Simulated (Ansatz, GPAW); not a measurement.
# 1,4-phenylene between two Al chains: relaxation, then transmission at several levels, part 3 of 3

Aim: the conductance of 1,4-phenylene between two Al chains after relaxation, and whether geometry, basis or functional moves it most.

GPAW 26.7.0 and Ansatz 0.2.0; Ansatz plane waves; relaxation of the junction with the lead ends held (the session's first sound run).

So far, transmission at the Fermi level (one spin): step 3 (plane-wave reference (PBE)) 0.118; step 4 (GPAW, dzp, PBE, GPAW) 0.133; step 5 (single-zeta polarised basis, PBE, GPAW) 0.127. Also open channels of the lead at the Fermi level (one spin): step 3 2; step 4 2.

## (6) Minimal basis

Level of this step: GPAW LCAO, PAW setups; Landauer transmission from Green's functions with principal layers (ASE), zero bias (GPAW).

One function for each valence shell of the setup, as for a first survey of a large system.

run.py reads:

```python
import json
import numpy as np
from ase import Atoms
from ase.transport.calculators import TransportCalculator
from gpaw import GPAW, FermiDirac
from gpaw.lcao.tools import get_lcao_hamiltonian
from scipy.linalg import eigh

# The junction with lead layers at both ends, along the third cell vector
device = Atoms(
    ['Al', 'Al', 'Al', 'Al', 'Al', 'Al', 'Al', 'C', 'H', 'H', 'C', 'C', 'C', 'C', 'H', 'H', 'C', 'Al', 'Al', 'Al', 'Al', 'Al', 'Al', 'Al'],
    positions=[
        [5.39909, 4.50000, 1.20000],
        [5.39909, 4.50000, 3.60000],
        [5.39909, 4.50000, 6.00000],
        [5.39909, 4.50000, 8.40000],
        [5.39909, 4.50000, 10.80000],
        [6.52984, 4.47748, 13.14423],
        [5.23890, 4.49483, 15.45073],
        [5.38541, 4.49109, 17.46040],
        [7.54971, 4.43788, 17.69803],
        [3.22078, 4.54361, 17.69360],
        [6.58429, 4.46228, 18.21076],
        [4.18652, 4.52029, 18.20896],
        [6.58256, 4.46240, 19.61105],
        [4.18487, 4.52138, 19.60845],
        [7.54667, 4.43918, 20.12641],
        [3.21807, 4.54554, 20.12174],
        [5.38215, 4.49248, 20.35904],
        [5.24432, 4.49997, 22.36898],
        [6.53646, 4.46058, 24.67369],
        [5.39909, 4.50000, 27.00965],
        [5.39909, 4.50000, 29.40965],
        [5.39909, 4.50000, 31.80965],
        [5.39909, 4.50000, 34.20965],
        [5.39909, 4.50000, 36.60965]],
    cell=[[10.79818, 0.0, 0.0], [0.0, 9.0, 0.0], [0.0, 0.0, 37.80965]],
    pbc=True)

# One principal layer of the lead: the first 4 atoms of the device
lead = Atoms(
    ['Al', 'Al', 'Al', 'Al'],
    positions=[
        [5.39909, 4.50000, 1.20000],
        [5.39909, 4.50000, 3.60000],
        [5.39909, 4.50000, 6.00000],
        [5.39909, 4.50000, 8.40000]],
    cell=[[10.79818, 0.0, 0.0], [0.0, 9.0, 0.0], [0.0, 0.0, 9.6]],
    pbc=True)

settings = dict(mode='lcao', basis='sz(dzp)', xc='PBE', h=0.2,
                occupations=FermiDirac(0.1), maxiter=250,
                mixer=dict(beta=0.1, nmaxold=8, weight=100.0),
                convergence=dict(density=0.0001))
energies = np.arange(-2, 2 + 1e-9, 0.025)
eta = 0.0001
n1, n2 = 1, 1
# k and -k transmit alike, so half of the mesh across the current serves
mesh = [(i, j) for i in range(n1) for j in range(n2) if (i, j) <= (-i % n1, -j % n2)]
weights = np.array([1 if (i, j) == (-i % n1, -j % n2) else 2 for i, j in mesh]) / (n1 * n2)

# [... helper functions left out ...]
fermi_lead = ground_state(lead, (1, 1, 12), 'lead.txt')
fermi_device = ground_state(device, (1, 1, 2), 'device.txt')
# [... loop over the mesh left out, but for ...]
        # Shift the lead onto the potential of the device's first layer
        shift = ((H[:, 0, 0] - H0[:, 0, 0]) / S0[0, 0]).real.mean()
# [...]
kT = 8.617333e-5 * 300
bias = [0.1, 0.2, 0.5, 1.0, 1.5, 2.0]
# [... integrals and printing left out ...]
```

Run with:

```bash
> OMP_NUM_THREADS=1 OPENBLAS_NUM_THREADS=1 python run.py
```

Numbers of over 12 decimals in the logs are rounded to 6 here.

The log of the run:

```text
basis functions: device 84, principal layer 16
Fermi level: lead -4.0340 eV, device -3.7029 eV; lead shifted by 0.0273 eV
largest coupling past the next layer 8.25e-16 eV, largest misfit of the first layer 0.061 eV
  E-E_F (eV)   T (one spin)  channels
    -2.000    8.5744e-02    1.0000
    -1.975    8.8953e-02    1.0000
    -1.950    9.1474e-02    1.0000
[...]
1.975    9.7870e-01    3.0000
     2.000    9.7982e-01    3.0000
conductance at 300 K: 0.1602 G0 a cell; thermopower -44.41 uV/K
current from the zero-bias T(E) at 0.1 V: 1.2556 uA
current from the zero-bias T(E) at 0.2 V: 2.5983 uA
current from the zero-bias T(E) at 0.5 V: 8.0064 uA
current from the zero-bias T(E) at 1.0 V: 22.18 uA
current from the zero-bias T(E) at 1.5 V: 36.683 uA
current from the zero-bias T(E) at 2.0 V: 50.164 uA
```

Wall time 53 s (1 thread of Arm Neoverse V1, shared host); peak memory 1.2 GiB.

This step gave:

- conductance: 0.1602 G₀
- thermopower: -44.41 μV/K
- largest coupling past the next principal layer: 8.25e-16 eV
- largest misfit of the first principal layer: 0.06104 eV
- shift that aligns the lead: 0.02729 eV
- basis functions of the junction: 84
- basis functions of a principal layer: 16
- transmission at the Fermi level (one spin): 0.1554

The conductance, 0.160 G₀, lies 16 % above that of the dzp run.

## (7) LDA in the dzp basis: xc = "LDA"

Back in the dzp basis, the functional changes from PBE to LDA, to set the spread between functionals beside that between bases.

run.py: that of step 6 with these lines changed.

```diff
@@ -50,3 +50,3 @@
 
-settings = dict(mode='lcao', basis='sz(dzp)', xc='PBE', h=0.2,
+settings = dict(mode='lcao', basis='dzp', xc='LDA', h=0.2,
                 occupations=FermiDirac(0.1), maxiter=250,
```

The log of the run:

```text
basis functions: device 280, principal layer 52
Fermi level: lead -3.4324 eV, device -3.1925 eV; lead shifted by 0.0139 eV
largest coupling past the next layer 1.26e-15 eV, largest misfit of the first layer 0.043 eV
  E-E_F (eV)   T (one spin)  channels
    -2.000    1.5065e-01    1.0000
    -1.975    1.5726e-01    1.0000
    -1.950    1.6450e-01    1.0000
[...]
1.975    1.0356e+00    3.0000
     2.000    1.0350e+00    3.0000
conductance at 300 K: 0.16374 G0 a cell; thermopower -45.1 uV/K
current from the zero-bias T(E) at 0.1 V: 1.2822 uA
current from the zero-bias T(E) at 0.2 V: 2.6443 uA
current from the zero-bias T(E) at 0.5 V: 7.8548 uA
current from the zero-bias T(E) at 1.0 V: 19.945 uA
current from the zero-bias T(E) at 1.5 V: 31.381 uA
current from the zero-bias T(E) at 2.0 V: 41.962 uA
```

It took 97 s on 1 thread; peak memory 1.4 GiB.

This step gave:

* conductance: 0.1637 G₀
* thermopower: -45.10 μV/K
* largest coupling past the next principal layer: 1.26e-15 eV
* largest misfit of the first principal layer: 0.04260 eV
* shift that aligns the lead: 0.01391 eV
* basis functions of the junction: 280
* basis functions of a principal layer: 52
* transmission at the Fermi level (one spin): 0.1592

One spin. The transmission, zone mean by energy, zero at the Fermi level:

energy (eV), transmission, zone mean and a bar:
```
   -2.000       0.15 ####
   -1.900       0.18 #####
   -1.800       0.22 ######
   -1.700       0.26 ########
   -1.625       0.28 ########
   -1.600       0.28 ########
   -1.500       0.23 #######
   -1.400       0.10 ###
   -1.300       0.01 
   -1.200       0.00 
   -1.100       0.00 
   -1.000       0.00 
   -0.900       0.00 
   -0.800       0.00 
   -0.700       0.00 
   -0.600       0.00 
   -0.500       0.00 
   -0.400       0.00 
   -0.300       0.01 
   -0.200       0.03 #
   -0.100       0.08 ##
    0.000       0.16 #####
    0.100       0.28 ########
    0.200       0.45 #############
    0.300       0.59 #################
    0.400       0.66 ###################
    0.425       0.66 ###################
    0.500       0.65 ###################
    0.600       0.60 #################
    0.700       0.56 ################
    0.800       0.53 ###############
    0.900       0.54 ################
    1.000       0.57 ################
    1.100       0.62 ##################
    1.200       0.69 ####################
    1.300       0.77 ######################
    1.400       0.86 #########################
    1.500       0.94 ###########################
    1.600       1.00 #############################
    1.700       1.03 ##############################
    1.800       1.04 ##############################
    1.900       1.04 ##############################
    2.000       1.03 ##############################
```

The conductance, 0.164 G₀, lies 19 % above that of the dzp run.

## (8) Without the relaxation: geometry = "as built"

The dzp basis with PBE on the structure as first built shows what the relaxation was worth.

run.py: that of step 7 with these lines changed.

```diff
@@ -17,16 +17,16 @@
         [5.39909, 4.50000, 10.80000],
-        [6.52984, 4.47748, 13.14423],
-        [5.23890, 4.49483, 15.45073],
-        [5.38541, 4.49109, 17.46040],
-        [7.54971, 4.43788, 17.69803],
-        [3.22078, 4.54361, 17.69360],
-        [6.58429, 4.46228, 18.21076],
-        [4.18652, 4.52029, 18.20896],
-        [6.58256, 4.46240, 19.61105],
-        [4.18487, 4.52138, 19.60845],
-        [7.54667, 4.43918, 20.12641],
-        [3.21807, 4.54554, 20.12174],
-        [5.38215, 4.49248, 20.35904],
-        [5.24432, 4.49997, 22.36898],
-        [6.53646, 4.46058, 24.67369],
+        [5.39909, 4.50000, 13.20000],
+        [5.39909, 4.50000, 15.60000],
+        [5.39909, 4.50000, 17.51000],
+        [7.54818, 4.50000, 17.66405],
+        [3.25000, 4.50000, 17.66405],
+        [6.60705, 4.50000, 18.20741],
+        [4.19114, 4.50000, 18.20741],
+        [6.60705, 4.50000, 19.60224],
+        [4.19114, 4.50000, 19.60224],
+        [7.54818, 4.50000, 20.14560],
+        [3.25000, 4.50000, 20.14560],
+        [5.39909, 4.50000, 20.29965],
+        [5.39909, 4.50000, 22.20965],
+        [5.39909, 4.50000, 24.60965],
         [5.39909, 4.50000, 27.00965],
@@ -50,3 +50,3 @@
 
-settings = dict(mode='lcao', basis='dzp', xc='LDA', h=0.2,
+settings = dict(mode='lcao', basis='dzp', xc='PBE', h=0.2,
                 occupations=FermiDirac(0.1), maxiter=250,
```

The log of the run:

```text
basis functions: device 280, principal layer 52
Fermi level: lead -3.3024 eV, device -3.0623 eV; lead shifted by -0.0055 eV
largest coupling past the next layer 1.11e-15 eV, largest misfit of the first layer 0.035 eV
  E-E_F (eV)   T (one spin)  channels
    -2.000    2.3286e-02    1.0000
    -1.975    2.1397e-02    1.0000
    -1.950    1.9631e-02    1.0000
[...]
1.975    1.0530e+00    3.0000
     2.000    1.0503e+00    3.0000
conductance at 300 K: 0.61204 G0 a cell; thermopower -1.632 uV/K
current from the zero-bias T(E) at 0.1 V: 4.7193 uA
current from the zero-bias T(E) at 0.2 V: 9.3068 uA
current from the zero-bias T(E) at 0.5 V: 21.422 uA
current from the zero-bias T(E) at 1.0 V: 34.267 uA
current from the zero-bias T(E) at 1.5 V: 44.132 uA
current from the zero-bias T(E) at 2.0 V: 55.946 uA
```

Wall time 82 s (1 thread); peak memory 1.3 GiB.

Numbers from this step:

* conductance: 0.6120 G₀
* thermopower: -1.632 μV/K
* largest coupling past the next principal layer: 1.11e-15 eV
* largest misfit of the first principal layer: 0.03529 eV
* shift that aligns the lead: -0.005465 eV
* transmission at the Fermi level (one spin): 0.6205

One spin. Table of transmission, zone mean by energy, zero at the Fermi level:

energy (eV), transmission, zone mean and a bar:
```
   -2.000       0.02 #
   -1.900       0.02 
   -1.800       0.01 
   -1.700       0.01 
   -1.600       0.00 
   -1.500       0.00 
   -1.400       0.00 
   -1.300       0.00 
   -1.200       0.00 
   -1.100       0.00 
   -1.000       0.00 
   -0.900       0.00 
   -0.800       0.00 
   -0.700       0.00 
   -0.600       0.00 
   -0.500       0.00 
   -0.400       0.02 #
   -0.300       0.34 ##########
   -0.200       0.45 #############
   -0.100       0.57 ################
    0.000       0.62 ##################
    0.100       0.60 #################
    0.200       0.55 ################
    0.300       0.51 ##############
    0.400       0.49 ##############
    0.500       0.48 ##############
    0.600       0.50 ##############
    0.700       0.53 ###############
    0.800       0.56 ################
    0.900       0.61 #################
    1.000       0.70 ####################
    1.100       0.76 #####################
    1.200       0.81 #######################
    1.300       0.86 #########################
    1.400       0.92 ##########################
    1.500       0.97 ###########################
    1.600       1.01 #############################
    1.700       1.03 #############################
    1.800       1.05 ##############################
    1.900       1.06 ##############################
    2.000       1.05 ##############################
```

The conductance, 0.612 G₀, lies 344 % above that of the dzp run.

## (9) All levels side by side

Times are wall times on the hardware named with each run. The series side by side:

```csv
no.,run,conductance (G₀),time,memory (GiB)
1,pw PBE,0.1226,1.9 min,3.2
2,dzp,0.1377,1.8 min,1.4
3,szp,0.1322,89 s,1.3
4,sz,0.1602,53 s,1.2
5,dzp LDA,0.1637,97 s,1.4
6,asbuilt,0.6120,82 s,1.3
```

## (10) Comparison

The curves are compared point by point over the common energies.

This step: comparison of transmission and cost over codes, levels and geometry (GPAW 26.7.0).

Ladder, by row:

```csv
step,code,T at the Fermi level (sum over the listed spins),conductance (G0),r.m.s. T(E) from the first,wall time (s),peak memory (GiB),threads
pw-pbe,Ansatz,0.1183,0.1226,0,114.9,3.199,4
dzp,GPAW,0.1333,0.1377,0.02922,105,1.35,1
szp,GPAW,0.127,0.1322,0.1468,88.99,1.32,1
sz,GPAW,0.1554,0.1602,0.1432,52.57,1.21,1
dzp-LDA,GPAW,0.1592,0.1637,0.04312,96.6,1.37,1
asbuilt,GPAW,0.6205,0.612,0.189,81.52,1.34,1
```

Transmission, zone mean, sum over the listed spins against energy, zero at the Fermi level:

```csv
energy (eV),pw-pbe,dzp,szp,sz,dzp-LDA,asbuilt
-2.0000,0.160,0.158,0.0620,0.0857,0.151,0.0233
-1.7500,0.240,0.243,0.0531,0.0335,0.243,0.00917
-1.6500,0.260,0.265,0.0348,5.4e-10,0.279,0.00583
-1.5000,0.186,0.189,0.00924,5.3e-12,0.227,0.00244
-1.2500,2.9e-4,1.8e-9,1.2e-11,1.9e-13,4.2e-9,2.0e-11
-1.0000,0,4.2e-12,3.9e-13,5.5e-14,5.9e-12,8.7e-14
-0.7500,0,1.7e-12,4.9e-13,1.8e-13,2.2e-12,2.4e-14
-0.5000,0,2.7e-7,3.9e-10,7.2e-11,4.2e-7,6.1e-13
-0.2500,0.0119,0.0131,0.00866,0.0142,0.0144,0.393
0.0000,0.118,0.133,0.127,0.155,0.159,0.620
0.2500,0.438,0.479,0.541,0.576,0.528,0.526
0.4500,0.588,0.623,0.730,0.798,0.659,0.482
0.5000,0.581,0.611,0.721,0.796,0.646,0.484
0.7500,0.485,0.498,0.637,0.702,0.540,0.544
1.0000,0.511,0.514,0.715,0.710,0.571,0.703
1.2500,0.680,0.655,0.923,0.835,0.725,0.837
1.5000,0.938,0.883,1.04,0.981,0.941,0.966
1.7500,1.10,1.03,0.966,1.03,1.04,1.04
2.0000,1.10,1.04,0.848,0.980,1.03,1.05
```

## (11) A varied run

One more run, with changed settings.

This step: GPAW LCAO, PAW setups; Landauer transmission from Green's functions with principal layers (ASE), zero bias (GPAW 26.7.0).

run.py: that of step 8 with these lines changed.

```diff
@@ -17,16 +17,16 @@
         [5.39909, 4.50000, 10.80000],
-        [5.39909, 4.50000, 13.20000],
-        [5.39909, 4.50000, 15.60000],
-        [5.39909, 4.50000, 17.51000],
-        [7.54818, 4.50000, 17.66405],
-        [3.25000, 4.50000, 17.66405],
-        [6.60705, 4.50000, 18.20741],
-        [4.19114, 4.50000, 18.20741],
-        [6.60705, 4.50000, 19.60224],
-        [4.19114, 4.50000, 19.60224],
-        [7.54818, 4.50000, 20.14560],
-        [3.25000, 4.50000, 20.14560],
-        [5.39909, 4.50000, 20.29965],
-        [5.39909, 4.50000, 22.20965],
-        [5.39909, 4.50000, 24.60965],
+        [6.52984, 4.47748, 13.14423],
+        [5.23890, 4.49483, 15.45073],
+        [5.38541, 4.49109, 17.46040],
+        [7.54971, 4.43788, 17.69803],
+        [3.22078, 4.54361, 17.69360],
+        [6.58429, 4.46228, 18.21076],
+        [4.18652, 4.52029, 18.20896],
+        [6.58256, 4.46240, 19.61105],
+        [4.18487, 4.52138, 19.60845],
+        [7.54667, 4.43918, 20.12641],
+        [3.21807, 4.54554, 20.12174],
+        [5.38215, 4.49248, 20.35904],
+        [5.24432, 4.49997, 22.36898],
+        [6.53646, 4.46058, 24.67369],
         [5.39909, 4.50000, 27.00965],
@@ -51,4 +51,4 @@
 settings = dict(mode='lcao', basis='dzp', xc='PBE', h=0.2,
-                occupations=FermiDirac(0.1), maxiter=250,
-                mixer=dict(beta=0.1, nmaxold=8, weight=100.0),
+                occupations=FermiDirac(0.1), maxiter=60,
+                mixer=dict(beta=1.0, nmaxold=1, weight=1.0),
                 convergence=dict(density=0.0001))
```

The log of the run:

```text
gpaw.KohnShamConvergenceError
```

Elapsed: 3.1 min, on 1 thread; peak memory 1.1 GiB.

The run stopped without converging, so none of its numbers is a property of the system.

The fault put into the input: mixing far too strong, under a cap of 60 iterations, which ended the run (beta = 1.0, nmaxold = 1 and weight = 1.0).

## (12) Summary of results

* conductance: 0.138 G₀
* transmission at the Fermi level, mean of the spins: 0.133
* thermopower: -46.1 μV/K
* open channels of the lead there: 2

In the dzp basis the junction conducts 0.138 G₀ at 300 K, with T = 0.133 a spin at the Fermi level; the szp basis reaches that conductance within 10 %. Relaxation moved atoms by up to 1.1 Å and took the conductance from 0.612 to 0.138 G₀, as a ratio a larger change than the step from dzp to the minimal basis. Plane waves (PBE) give T = 0.118 there. The scatterer reflects about 93 % of the incoming channels at the Fermi level. At the Fermi level one eigenchannel carries the current (0.13). The negative thermopower says that the thermally weighted transmission is larger above the Fermi level, as for electron-like transport. Measured against the first run (pw-pbe), the nearest curve is that of dzp (r.m.s. 0.029) and the farthest that of asbuilt (0.19). Over the compared runs wall time goes from 53 s (sz) to 115 s (pw-pbe), on a shared host; the plane-wave run used 4 threads and the orbital runs 1. The leads kept an estimated spacing and the cell its length, so the junction may be under some tension or compression. Semilocal functionals put molecular levels too near the Fermi level, so such conductances usually come out too high, and chain electrodes have a sharper density of states than real ones. Energies count from the junction cell's Fermi level; in the run with T = 0.133 there, the aligned lead's own level lies at 0.012 eV, where T interpolates to 0.143; the finite cell leaves the answer open by at least that much. An evenly spaced straight chain is an idealisation: free chains tend to dimerise, zigzag or, where a band edge lies near the Fermi level, turn magnetic. The currents use the zero-bias T(E) throughout, which holds only while the bias is small against the distance to the nearest feature.

[Logs are printed without paths, hosts, clocks, repeated set-up lines and the standing remarks that a program may print on its own settings, such as how far it seeks lower states.]

[Hosts, paths, dates, database ids (printed as entryN), source tags and the programs' standing remarks are cut or masked in the printed files.]
